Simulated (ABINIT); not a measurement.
Here is an ABINIT 10.8.3 (patched build) calculation.

run.abi

```
pp_dirpath "./"
pseudos "V.GGA_PBE-JTH.xml"

acell 3*1.0
rprim
    -2.8617067568     2.8617067568     2.8617067568
     2.8617067568    -2.8617067568     2.8617067568
     2.8617067568     2.8617067568    -2.8617067568
ntypat 1
znucl 23
natom 1
typat 1
xred
     0.0000000000     0.0000000000     0.0000000000

ecut 15.0
pawecutdg 30.0
pawxcdev 0

kptopt 1
ngkpt 12 12 12
nshiftk 1
shiftk 0.0 0.0 0.0

ixc 11

nband 11
occopt 6
tsmear 0.1 eV

nsppol 2
spinat
     0.0000000000     0.0000000000     2.0000000000

nstep 100
tolvrs 1.0e-9

iomode 3
prtwf 0
prteig 0
prtebands 0
prtden 1
prtvha 1
prtvclmb 1
prtpot 1
```

Potentials or basis: JTH PAW PBE v2.0.

Command:

```bash
$ abinit run.abi > log 2>&1
```

Question: Predict the net moment.

Answer: 0.05 μB per cell.

Question: Predict the site moments.

Answer: V +0.04 μB.
